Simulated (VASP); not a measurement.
# Sb (I4/mmm) in VASP: a series of runs

The runs below take Sb through single point, with LDA.

All numbers are computed with VASP 6.6.1; they aren't measurements. Logs are shortened: lines on timing, memory, paths and dates and some standing lists are left out, and cuts for length are marked.

## (1) The structure

Symmetry: I4/mmm, No. 139, tetragonal system. Conventional cell: a = 3.153 Å, b = 3.153 Å, c = 5.424 Å, α = 90.00°, β = 90.00°, γ = 90.00°. Sb (site symmetry 4/mmm) is surrounded by 12 Sb at 3.15 to 3.51 Å.

This isn't the form of Sb at room conditions, which is rhombohedral.

## (2) Single point, LDA

INCAR reads:

```
SYSTEM = Sb
ALGO = Fast ; EDIFF = 1E-6
ENCUT = 520 ; ISIF = 2
ISMEAR = 0 ; LASPH = .True.
LCHARG = .True. ; LELF = .True.
LREAL = .False. ; LVHAR = .True.
LWAVE = .False. ; NBANDS = 8
NELM = 100 ; PREC = Accurate
SIGMA = 0.15
```

KPOINTS reads:

```
k-points
0
Gamma
  24 24 24
  0 0 0
```

POSCAR reads:

```
Sb
1.0
   -1.5765401831      1.5765401831      2.7119384313
    1.5765401831     -1.5765401831      2.7119384313
    1.5765401831      1.5765401831     -2.7119384313
Sb
1
Direct
    0.0000000000      0.0000000000      0.0000000000
```

Potentials or basis: VASP PAW LDA potentials, release 64 (Sb).

On the command line:

```console
> cat potpaw_LDA.64/Sb/POTCAR > POTCAR
> mpirun -np 1 vasp_std > vasp.out
```

OUTCAR:

```text
SYSTEM = Sb
   EDIFF = 1E-6
   ENCUT = 520
   ISIF = 2
   ISMEAR = 0
   LASPH = .True.
   LREAL = .False.
   NELM = 100
   PREC = Accurate

 ion  position               nearest neighbor table
   1  0.000  0.000  0.000-

  LATTYP: Found a body centered tetragonal cell.
 ALAT       =     3.1530803662
 C/A-ratio  =     1.7201835135

  Lattice vectors:

 A1 = (  -1.5765401831,   1.5765401831,   2.7119384313)
 A2 = (   1.5765401831,  -1.5765401831,   2.7119384313)
 A3 = (   1.5765401831,   1.5765401831,  -2.7119384313)

Analysis of symmetry for initial positions (statically):
=====================================================================
 Subroutine PRICEL returns:
 Original cell was already a primitive cell.

 Routine SETGRP: Setting up the symmetry group for a
 body centered tetragonal supercell.

 Subroutine GETGRP returns: Found 16 space group operations
 (whereof 16 operations were pure point group operations)
 out of a pool of 16 trial point group operations.

The static configuration has the point symmetry D_4h.

Analysis of symmetry for dynamics (positions and initial velocities):
=====================================================================
 Subroutine PRICEL returns:
 Original cell was already a primitive cell.

 Routine SETGRP: Setting up the symmetry group for a
 body centered tetragonal supercell.

 Subroutine GETGRP returns: Found 16 space group operations
 (whereof 16 operations were pure point group operations)
 out of a pool of 16 trial point group operations.

The dynamic configuration has the point symmetry D_4h.

 Subroutine INISYM returns: Found 16 space group operations
 (whereof 16 operations are pure point group operations),
 and found     1 'primitive' translations

----------------------------------------------------------------------------------------

                                     Primitive cell

  volume of cell :      26.9619

  direct lattice vectors                    reciprocal lattice vectors
    -1.576540183  1.576540183  2.711938431     0.000000000  0.317150178  0.184369967
     1.576540183 -1.576540183  2.711938431     0.317150178  0.000000000  0.184369967
     1.576540183  1.576540183 -2.711938431     0.317150178  0.317150178  0.000000000

  length of vectors
     3.510778824  3.510778824  3.510778824     0.366846726  0.366846726  0.448518083

  position of ions in fractional coordinates (direct lattice)
     0.000000000  0.000000000  0.000000000

  ion indices of the primitive-cell ions
   primitive index   ion index
                 1           1

----------------------------------------------------------------------------------------

 KPOINTS: k-points

Automatic generation of k-mesh.
 Grid dimensions read from file:
 generate k-points for:   24   24   24

 Generating k-lattice:

  Cartesian coordinates                     Fractional coordinates (reciprocal lattice)
     0.000000000  0.013214591  0.007682082     0.041666667 -0.000000000  0.000000000
     0.013214591  0.000000000  0.007682082    -0.000000000  0.041666667  0.000000000
     0.013214591  0.013214591  0.000000000     0.000000000  0.000000000  0.041666667

  Length of vectors
     0.015285280  0.015285280  0.018688253

  Shift w.r.t. Gamma in fractional coordinates (k-lattice)
     0.000000000  0.000000000  0.000000000

 Subroutine IBZKPT returns following result:
 ===========================================

 Found   1063 irreducible k-points:

 Following reciprocal coordinates:
            Coordinates               Weight
  0.000000  0.000000  0.000000      1.000000
  0.041667  0.000000  0.000000      8.000000
  0.083333  0.000000 -0.000000      8.000000
  0.125000 -0.000000  0.000000      8.000000
  0.166667  0.000000 -0.000000      8.000000
  0.208333  0.000000  0.000000      8.000000
[... 16 lines left out ...]
  0.416667  0.041667 -0.000000     16.000000
  0.458333  0.041667  0.000000     16.000000
 [... further k-points ...]
   k-points           NKPTS =   1063   k-points in BZ     NKDIM =   1063   number of bands    NBANDS=      8
   number of dos      NEDOS =    301   number of ions     NIONS =      1
   total plane-waves  NPLWV =  21952
   dimension x,y,z NGX =    28 NGY =   28 NGZ =   28
   dimension x,y,z NGXF=    56 NGYF=   56 NGZF=   56
   ions per type =               1
   NGX,Y,Z   is equivalent  to a cutoff of  13.26, 13.26, 13.26 a.u.
   NGXF,Y,Z  is equivalent  to a cutoff of  26.52, 26.52, 26.52 a.u.
 SYSTEM =  Sb
   PREC   = accura    normal or accurate (medium, high low for compatibility)
   ISTART =      0    job   : 0-new  1-cont  2-samecut
   ICHARG =      2    charge: 1-file 2-atom 10-const
   ISPIN  =      1    spin polarized calculation?
   LNONCOLLINEAR =      F non collinear calculations
   LSORBIT =      F    spin-orbit coupling
   LASPH  =      T    aspherical Exc in radial PAW
   ENCUT  =  520.0 eV  38.22 Ry    6.18 a.u.   6.53  6.53  6.53*2*pi/ulx,y,z
   NELM   =    100;   NELMIN=  2; NELMDL= -5     # of ELM steps
   EDIFF  = 0.1E-05   stopping-criterion for ELM
   LREAL  =      F    real-space projection
   EDIFFG = 0.1E-04   stopping-criterion for IOM
   NSW    =      0    number of steps for IOM
   IBRION =     -1    ionic relax: 0-MD 1-quasi-New 2-CG
   NFREE  =      0    steps in history (QN), initial steepest desc. (CG)
   ISIF   =      2    stress and relaxation
   ISYM   =      2    0-nonsym 1-usesym 2-fastsym
   POTIM  = 0.5000    time-step for ionic-motion
   TEBEG  =    0.0;   TEEND  =   0.0 temperature during run
   PSTRESS=    0.0 pullay stress
   NELECT =       5.0000    total number of electrons
   NUPDOWN=      -1.0000    fix difference up-down
   EMIN   =  10.00;   EMAX   =-10.00  energy-range for DOS
   EFERMI =   0.00;   METHOD = LEGACY
   ISMEAR =     0;   SIGMA  =   0.15  broadening in eV -4-tet -1-fermi 0-gaus
   EFERMI_NEDOS =   21; number of points for ismear=-14 and -15
   IALGO  =     68    algorithm
   IMIX   =      4    mixing-type and parameters
     AMIX     =   0.40;   BMIX     =  1.00
     AMIX_MAG =   1.60;   BMIX_MAG =  1.00
  volume/ion in A,a.u.               =      26.96       181.95
  Fermi-wavevector in a.u.,A,eV,Ry     =   0.933573  1.764197 11.858269  0.871558
  Thomas-Fermi vector in A             =   2.060288
   LORBIT       =      0    0 simple, 1 ext, 2 COOP (PROOUT), +10 PAW based schemes
   GGA     = CA    functional components
   LHFCALC =     F    Hartree Fock is set to
   AEXX    =    0.0000 exact exchange contribution
   IVDW    =     0    specifies the selected vdW correction
   LEPSILON=     F    determine dielectric tensor
   LRPA    =     F    only Hartree local field effects (RPA)
 non-spin polarized calculation
 RMM-DIIS sequential band-by-band and
 Gauss-broadening in eV      SIGMA  =   0.15
  energy-cutoff  :      520.00
  volume of cell :       26.96
 maximum number of plane-waves:       748
 NGX is ok and might be reduce to    28
   NGX = 13   NGY = 13   NGZ = 13

 number of electron       5.0000000 magnetization

 Free energy of the ion-electron system (eV)
  ---------------------------------------------------
  ext. energy  EPLUGINS =         0.00000000
  ---------------------------------------------------
  free energy    TOTEN  =        -4.54598164 eV

  energy without entropy =       -4.53839009  energy(sigma->0) =       -4.54218587

 E-fermi :   8.3900     XC(G=0): -10.3563

 val. band max:        8.3845232253   @ k =   0.4167   0.3333   0.1250
 cond. band min:       8.3971872740   @ k =  -0.3333  -0.4167   0.1250
 fundamental gap:      0.0126640487
 Fermi energy:         8.3899777314

 k-point     1 :       0.0000    0.0000    0.0000
  band No.  band energies     occupation
      1      -4.5679      2.00000
      2      12.9455      0.00000
      3      13.7425      0.00000
      4      13.7425      0.00000
      5      17.5727      0.00000
      6      18.8370      0.00000
      7      18.9133      0.00000
      8      18.9134      0.00000

 k-point     2 :       0.0417    0.0000    0.0000
  band No.  band energies     occupation
      1      -4.5332      2.00000
      2      12.8156      0.00000
      3      13.4419      0.00000
      4      13.7346      0.00000
      5      17.6708      0.00000
      6      18.2702      0.00000
      7      18.7971      0.00000
      8      18.9677      0.00000

 k-point     3 :       0.0833    0.0000   -0.0000
  band No.  band energies     occupation
      1      -4.4290      2.00000
      2      12.2723      0.00000
      3      12.8929      0.00000
      4      13.7132      0.00000
      5      17.4842      0.00000
      6      17.9383      0.00000
      7      18.8377      0.00000
      8      19.1266      0.00000

 k-point     4 :       0.1250   -0.0000    0.0000
  band No.  band energies     occupation
      1      -4.2560      2.00000
      2      11.2474      0.00000
      3      12.4756      0.00000
      4      13.6840      0.00000
      5      16.9106      0.00000
      6      17.9129      0.00000
      7      19.1594      0.00000
      8      19.3770      0.00000

 k-point     5 :       0.1667    0.0000   -0.0000
  band No.  band energies     occupation
      1      -4.0147      2.00000
      2      10.0584      0.00000
      3      12.0757      0.00000
      4      13.6542      0.00000
      5      16.3905      0.00000
      6      17.8237      0.00000
      7      19.6796      0.00000
      8      19.6929      0.00000
[... 177 lines left out ...]
 k-point    22 :       0.3750    0.0417    0.0000
  band No.  band energies     occupation
      1      -1.7418      2.00000
      2       4.1756      2.00000
      3      10.2970      0.00000
      4      13.2342      0.00000
      5      14.8425      0.00000
      6      17.8482      0.00000
      7      18.9098      0.00000
      8      20.7653      0.00000

 k-point    23 :       0.4167    0.0417   -0.0000
  band No.  band energies     occupation
      1      -1.2389      2.00000
      2       3.3581      2.00000
      3      10.1501      0.00000
      4      13.2865      0.00000
      5      14.7079      0.00000
      6      17.9079      0.00000
      7      18.7159      0.00000
      8      20.4018      0.00000

 k-point    24 :       0.4583    0.0417    0.0000
  band No.  band energies     occupation
      1      -0.8567      2.00000
      2       2.7992      2.00000
      3      10.0700      0.00000
      4      13.3420      0.00000
      5      14.6316      0.00000
      6      17.9322      0.00000
      7      18.6609      0.00000
      8      20.1243      0.00000

 [... further k-points ...]

------------------------ aborting loop because EDIFF is reached ----------------------------------------

  FORCE on cell =-STRESS in cart. coord.  units (eV):
  Direction    XX          YY          ZZ          XY          YZ          ZX
  --------------------------------------------------------------------------------------
  -------------------------------------------------------------------------------------
  Total       -0.3927997     -0.3927997     -0.3109780      0.0000000     -0.0000000      0.0000000
  in kB      -23.3416663    -23.3416663    -18.4795057      0.0000000     -0.0000000      0.0000000
  external PRESSURE =     -21.7209461 kB  Pullay stress =       0.0000000 kB

 VOLUME and BASIS-vectors are now :
 -----------------------------------------------------------------------------
  energy-cutoff  :      520.00
  volume of cell :       26.96
      direct lattice vectors                 reciprocal lattice vectors
    -1.576540183  1.576540183  2.711938431     0.000000000  0.317150178  0.184369967
     1.576540183 -1.576540183  2.711938431     0.317150178  0.000000000  0.184369967
     1.576540183  1.576540183 -2.711938431     0.317150178  0.317150178  0.000000000

 POSITION                                       TOTAL-FORCE (eV/Angst)
 -----------------------------------------------------------------------------------
      0.00000      0.00000      0.00000        -0.000000      0.000000      0.000000
 -----------------------------------------------------------------------------------
    total drift:                                0.000000      0.000000      0.000000

  FREE ENERGIE OF THE ION-ELECTRON SYSTEM (eV)
  ---------------------------------------------------
  free  energy   TOTEN  =        -4.5459816415 eV

  energy  without entropy=       -4.5383900891  energy(sigma->0) =       -4.54218587
```

Run time: 2.3 min. Hardware: 1 thread of AMD EPYC 9R14 (Zen 4), shared host; peak memory 0.31 GiB.

What came out:

```
Free energy            : -4.5460 eV
Pressure               : -2.2 GPa
Band gap on the k mesh : none (metal or under the smearing width)
```

Stress tensor (GPa, compression positive):
```
-2.33  0.00  0.00
 0.00 -2.33  0.00
 0.00  0.00 -1.85
```

Levels at points of the mesh, in eV from the Fermi level:
| k point | band 1 | band 2 | band 3 | band 4 | band 5 | band 6 |
| --- | --- | --- | --- | --- | --- | --- |
| (0.00, 0.00, 0.00) | -12.96 | 4.56 | 5.35 | 5.35 | 9.18 | 10.45 |
| (0.50, 0.00, 0.00) | -9.17 | -5.77 | 1.74 | 5.29 | 6.12 | 10.01 |
| (0.50, 0.50, 0.00) | -6.72 | -4.38 | -1.03 | 0.58 | 3.51 | 4.41 |
| (0.50, 0.50, 0.50) | -9.32 | -5.64 | 2.08 | 2.08 | 5.89 | 6.10 |

## (3) Single point, LDA

INCAR reads:

```
SYSTEM = Sb
  PREC = Accurate
  ENCUT = 520
  EDIFF = 1E-7
  ISMEAR = 0
  SIGMA = 0.15
  LREAL = .FALSE.
  LASPH = .TRUE.
  NELM = 100
  ALGO = Fast
  ISIF = 2
  LWAVE = .FALSE.
  LCHARG = .FALSE.
  GGA = CA
  NBANDS = 8
```

KPOINTS reads:

```
regular mesh
0
G
  22 22 22
  0 0 0
```

POSCAR is that of step 2.

Potentials or basis: VASP PAW LDA potentials, release 64 (Sb).

On the command line:

```console
> cat potpaw_LDA.64/Sb/POTCAR > POTCAR
> mpirun -np 1 vasp_std > vasp.out
```

OUTCAR:

```text
SYSTEM = Sb
   PREC = Accurate
   ENCUT = 520
   EDIFF = 1E-7
   ISMEAR = 0
   LREAL = .FALSE.
   LASPH = .TRUE.
   NELM = 100
   ISIF = 2
   GGA = CA

 ion  position               nearest neighbor table
   1  0.000  0.000  0.000-

  LATTYP: Found a body centered tetragonal cell.
 ALAT       =     3.1530803662
 C/A-ratio  =     1.7201835135

  Lattice vectors:

 A1 = (  -1.5765401831,   1.5765401831,   2.7119384313)
 A2 = (   1.5765401831,  -1.5765401831,   2.7119384313)
 A3 = (   1.5765401831,   1.5765401831,  -2.7119384313)

Analysis of symmetry for initial positions (statically):
=====================================================================
 Subroutine PRICEL returns:
 Original cell was already a primitive cell.

 Routine SETGRP: Setting up the symmetry group for a
 body centered tetragonal supercell.

 Subroutine GETGRP returns: Found 16 space group operations
 (whereof 16 operations were pure point group operations)
 out of a pool of 16 trial point group operations.

The static configuration has the point symmetry D_4h.

Analysis of symmetry for dynamics (positions and initial velocities):
=====================================================================
[... 164 lines left out ...]
 Fermi energy:         8.3874986382

 k-point     1 :       0.0000    0.0000    0.0000
  band No.  band energies     occupation
      1      -4.5679      2.00000
      2      12.9456      0.00000
      3      13.7424      0.00000
      4      13.7424      0.00000
      5      17.5727      0.00000
      6      18.8369      0.00000
      7      18.9133      0.00000
      8      18.9134      0.00000
[... 243 lines left out ...]
 k-point    24 :      -0.4545    0.0455    0.0000
  band No.  band energies     occupation
      1      -1.0582      2.00000
      2       3.0997      2.00000
      3      10.1143      0.00000
      4      13.3870      0.00000
      5      14.6775      0.00000
      6      17.9245      0.00000
      7      18.7715      0.00000
      8      20.1293      0.00000

 [... further k-points ...]

------------------------ aborting loop because EDIFF is reached ----------------------------------------

  FORCE on cell =-STRESS in cart. coord.  units (eV):
  Direction    XX          YY          ZZ          XY          YZ          ZX
  --------------------------------------------------------------------------------------
  -------------------------------------------------------------------------------------
  Total       -0.3739398     -0.3739398     -0.3497529      0.0000000      0.0000000      0.0000000
  in kB      -22.2209375    -22.2209375    -20.7836569      0.0000000      0.0000000      0.0000000
  external PRESSURE =     -21.7418439 kB  Pullay stress =       0.0000000 kB

 VOLUME and BASIS-vectors are now :
 -----------------------------------------------------------------------------
  energy-cutoff  :      520.00
  volume of cell :       26.96
      direct lattice vectors                 reciprocal lattice vectors
    -1.576540183  1.576540183  2.711938431     0.000000000  0.317150178  0.184369967
     1.576540183 -1.576540183  2.711938431     0.317150178  0.000000000  0.184369967
     1.576540183  1.576540183 -2.711938431     0.317150178  0.317150178  0.000000000

 POSITION                                       TOTAL-FORCE (eV/Angst)
 -----------------------------------------------------------------------------------
      0.00000      0.00000      0.00000         0.000000      0.000000      0.000000
 -----------------------------------------------------------------------------------
    total drift:                                0.000000      0.000000      0.000000

  FREE ENERGIE OF THE ION-ELECTRON SYSTEM (eV)
  ---------------------------------------------------
  free  energy   TOTEN  =        -4.5455476048 eV

  energy  without entropy=       -4.5381426549  energy(sigma->0) =       -4.54184513
```

OSZICAR:

```text
N       E                     dE             d eps       ncg     rms          rms(c)
DAV:   1     0.476011095298E+01    0.47601E+01   -0.16685E+03 13504   0.410E+02
DAV:   2    -0.444350931296E+01   -0.92036E+01   -0.88436E+01 18984   0.532E+01
DAV:   3    -0.455392328607E+01   -0.11041E+00   -0.11006E+00 15840   0.649E+00
DAV:   4    -0.455429098642E+01   -0.36770E-03   -0.36768E-03 20672   0.457E-01
DAV:   5    -0.455429166074E+01   -0.67432E-06   -0.67388E-06 16856   0.121E-02    0.185E+00
RMM:   6    -0.454853827477E+01    0.57534E-02   -0.15153E-03 13358   0.206E-01    0.108E+00
RMM:   7    -0.454554668043E+01    0.29916E-02   -0.34509E-03 15119   0.313E-01    0.325E-02
RMM:   8    -0.454554487119E+01    0.18092E-05   -0.18357E-04 14845   0.105E-01    0.150E-02
RMM:   9    -0.454554716418E+01   -0.22930E-05   -0.26355E-05 15907   0.389E-02    0.180E-02
RMM:  10    -0.454554832591E+01   -0.11617E-05   -0.48586E-06 14683   0.181E-02    0.237E-02
RMM:  11    -0.454554756000E+01    0.76591E-06   -0.22937E-06 15125   0.102E-02    0.464E-03
RMM:  12    -0.454554760479E+01   -0.44789E-07   -0.40586E-07 16130   0.514E-03
   1 F= -.45455476E+01 E0= -.45418451E+01  d E =-.740495E-02
```

It took 1.9 min on 1 thread of AMD EPYC 9R14 (Zen 4), shared host; peak memory 0.26 GiB.

Results:

```yaml
Free_energy: -4.5455 eV
Pressure: -2.2 GPa
Band_gap_on_the_k_mesh: none (metal or under the smearing width)
```

Levels at points of the mesh, in eV from the Fermi level:
```tsv
k point	band 1	band 2	band 3	band 4	band 5	band 6
(0.00, 0.00, 0.00)	-12.96	4.56	5.35	5.35	9.19	10.45
(0.50, 0.00, 0.00)	-9.17	-5.77	1.74	5.30	6.12	10.02
(0.50, 0.50, 0.00)	-6.72	-4.37	-1.03	0.58	3.51	4.41
(0.50, 0.50, 0.50)	-9.32	-5.63	2.09	2.09	5.89	6.10
```
